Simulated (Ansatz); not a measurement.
Ansatz input file:

```yaml
crystal:
  lattice:
    - [3.9724249786, 0.0, 0.0]
    - [0.0, 6.3340202875, 0.0]
    - [0.0, 0.0, 22.4223014059]
  atoms:
    - { symbol: Al, position: [0.0, 0.8103778562, 0.3344884124] }
    - { symbol: Al, position: [0.5, 0.1233989978, 0.3631059885] }
    - { symbol: Ti, position: [0.0, 0.432749588, 0.391387989] }
    - { symbol: Al, position: [0.5, 0.7155667843, 0.4172442062] }
    - { symbol: Ti, position: [0.0, 0.9983839807, 0.4431004235] }
    - { symbol: Al, position: [0.5, 0.3077345708, 0.4713824239] }
    - { symbol: Al, position: [0.0, 0.6207557124, 0.5] }
    - { symbol: Al, position: [0.5, 0.933776854, 0.5286175761] }
    - { symbol: Ti, position: [0.0, 0.2431274442, 0.5568995765] }
    - { symbol: Al, position: [0.5, 0.5259446405, 0.5827557938] }
    - { symbol: Ti, position: [0.0, 0.8087618369, 0.608612011] }
    - { symbol: Al, position: [0.5, 0.118112427, 0.6368940115] }
    - { symbol: Al, position: [0.0, 0.4311335686, 0.6655115876] }
basis:
  ecutwfc: 420
kpoints:
  mp_grid: { grid: [9, 6, 1] }
hamiltonian:
  xc: pbesol
scf:
  occupations: { method: cold, width: 0.2 }
output:
  forces: true
  stress: true
  eigenvalues: true
efield:
  axis: 3
  dipole_correction: true
  ramp_width: 0.04
```

Launched with
```bash
ansatz run input.yaml --threads 1 --pin off --max-ram 2560MiB --backend cpu --events-out ev --progress --plain --runs-dir out
```

Level of theory: Ansatz 0.2.0, DFT PBEsol, scalar-relativistic, plane waves, PAW.

From the run's log, abridged (final results; tables in files aren't shown):

```
SCF 1 converged in 8 iterations: F = -14615.278682 eV  dr2 = 1.64e-8
SCF converged after 8 iterations
Stability not checked: this state was not tested for a lower state beside it, because cold or Methfessel-Paxton smearing, or corrected tetrahedra, fill the levels in a way that the test cannot read (fill_not_monotonic; see scf.lower_state_search)
Free energy (F): -14615.278682 eV
Harris-Foulkes:  -14615.278682 eV  (|F-HF|=6.50e-9)
Internal energy: -14615.293341 eV  (E = F + TS)
E sigma→0 (E₀):  -14615.283568 eV
Entropy (-TS):   0.014659 eV (1.128 meV/atom)
Fermi energy:    0.895790 eV
Step filling:    the computed levels leave a gap of 0.0173 eV = 0.1 smearing widths at the electron count; against every level under it full and every level over it empty, smearing changes F+E_penalty+E_count by +6.470 meV and its σ→0 estimate by +1.584 meV
Dipole field:    D = -0.000001 V/Å  (p = -0.000002 e·Å, saw-weighted, corrected)
Work function:   Φ+ = 4.5048 eV   Φ− = 4.5048 eV
Levels:          The Fermi level and band energies are counted from a zero that moves with the ramp; work functions are not
--- Per-component energies (eV) ---
  E_band       = -1306.967757
  E_kinetic    = 1289.850296
  E_local      = -37733.849883  (includes V_loc(G=0)·N_el)
  E_nonlocal   = 137.926538
  E_hartree    = 18229.146782
  E_xc         = -735.666923
  E_vxc        = -740.698411  (∫ρ·V_xc dr)
  E_paw        = -8185.632373  (= ΣΔE_a)
  E_vpaw       = -718.511998  (= ΣTr[D̂ρ^β])
  E_aug_tail   = 0.000440  (compensation charges beyond the density's cutoff)
  E_efield     = 0.000000  (sawtooth field / dipole correction)
  E_vefield    = 0.000000  (∫n·V_field dr)
  E_ewald      = 12382.201995
  E_core_change = 0.729788  (= ΣΔE_core)
  E_smearing   = 0.014659  (= −TS)
--- Forces (eV/Å), atoms counted from 1 ---
  atom   1  Al     0.00000000     0.22915710    -0.06373488
  atom   2  Al     0.00000000     0.02290904     0.08468567
  atom   3  Ti     0.00000000    -0.66041869    -0.02978967
  atom   4  Al     0.00000000    -0.08092213    -0.40451413
  atom   5  Ti     0.00000000     0.48942972     0.56338936
  atom   6  Al     0.00000000     0.15738116    -0.17250911
  atom   7  Al     0.00000000    -0.00000061     0.00000110
  atom   8  Al     0.00000000    -0.15738123     0.17251135
  atom   9  Ti     0.00000000    -0.48943045    -0.56338963
  atom  10  Al     0.00000000     0.08092338     0.40451313
  atom  11  Ti     0.00000000     0.66041996     0.02978763
  atom  12  Al     0.00000000    -0.02291051    -0.08468602
  atom  13  Al     0.00000000    -0.22915846     0.06373587
--- Stress (GPa, compression-positive) ---
       -1.204909       0.000000       0.000000
        0.000000      -2.146410       0.063815
        0.000000       0.063814       0.108797
  P = ⅓ Tr σ = -1.0808 GPa (-10.808 kbar)
--- Band table (eV; the first three rows and the last of 20) ---
  k-point 0: bands = ["-55.6885", "-55.6884", "-55.4674", "-55.4522", "-32.1927", "-32.1920", "-32.0562", "-32.0559", "-32.0116", "-32.0082", "-31.9449", "-31.9285", "-31.8962", "-31.8027", "-31.7912", "-31.7547", "-8.6536", "-7.1909", "-5.8849", "-4.8929", "-4.8820", "-3.8415", "-3.3400", "-2.9856", "-2.0270", "-1.3924", "-1.3479", "-0.7479", "-0.6710", "-0.3010", "-0.1917", "-0.1473", "0.0021", "0.3025", "0.3163", "0.4117", "0.6085", "1.0124", "1.0627", "1.4997", "1.7667", "1.8887", "1.9100", "2.0020", "2.0527", "2.2007", "2.3809", "2.4858", "2.8814", "3.2928", "3.3278"]
  k-point 1: bands = ["-55.6885", "-55.6884", "-55.4674", "-55.4522", "-32.1928", "-32.1921", "-32.0561", "-32.0559", "-32.0102", "-32.0063", "-31.9450", "-31.9286", "-31.8965", "-31.8040", "-31.7925", "-31.7549", "-8.5589", "-7.1212", "-6.0938", "-5.5820", "-4.2682", "-3.9469", "-3.4792", "-2.6826", "-1.8414", "-1.5754", "-1.0066", "-0.8043", "-0.6420", "-0.2493", "-0.1637", "-0.0069", "0.0056", "0.1826", "0.2554", "0.5207", "0.6550", "0.9978", "1.1537", "1.2680", "1.4043", "1.8723", "1.9413", "1.9745", "2.1023", "2.3407", "2.5243", "2.5482", "2.8597", "3.3212", "3.4535"]
  k-point 2: bands = ["-55.6884", "-55.6884", "-55.4674", "-55.4523", "-32.1929", "-32.1925", "-32.0560", "-32.0558", "-32.0071", "-32.0027", "-31.9451", "-31.9287", "-31.8972", "-31.8067", "-31.7951", "-31.7554", "-8.2961", "-7.1013", "-6.5186", "-5.8561", "-4.5995", "-4.0670", "-2.9493", "-2.2381", "-2.0004", "-1.1875", "-0.8831", "-0.6741", "-0.4202", "-0.3016", "-0.1611", "-0.0160", "-0.0037", "0.1736", "0.2332", "0.6257", "0.7592", "0.9283", "1.0252", "1.1383", "1.3330", "1.7380", "1.7473", "1.9700", "2.0927", "2.5018", "2.6361", "2.7594", "2.8355", "3.4601", "3.7790"]
  k-point 19: bands = ["-55.6878", "-55.6877", "-55.4667", "-55.4516", "-32.1914", "-32.1912", "-32.0717", "-32.0715", "-32.0036", "-31.9993", "-31.9637", "-31.9458", "-31.8954", "-31.8065", "-31.7948", "-31.7542", "-6.4578", "-5.9026", "-5.2415", "-4.9698", "-4.8649", "-4.1707", "-3.6295", "-3.2859", "-3.1087", "-2.2771", "-1.9214", "-1.5312", "-1.0805", "-1.0612", "-0.5795", "-0.4537", "-0.4239", "-0.1742", "0.3112", "0.5498", "0.8888", "1.0042", "1.2530", "1.3514", "1.5146", "1.8599", "1.9768", "2.0404", "2.1959", "2.2225", "2.3873", "2.4519", "2.5961", "2.6865", "2.8857"]
```

Self-consistency was reached.

Time: 72 s on 1 thread of Arm Neoverse V1, with other jobs on the host, peak memory 0.79 GiB.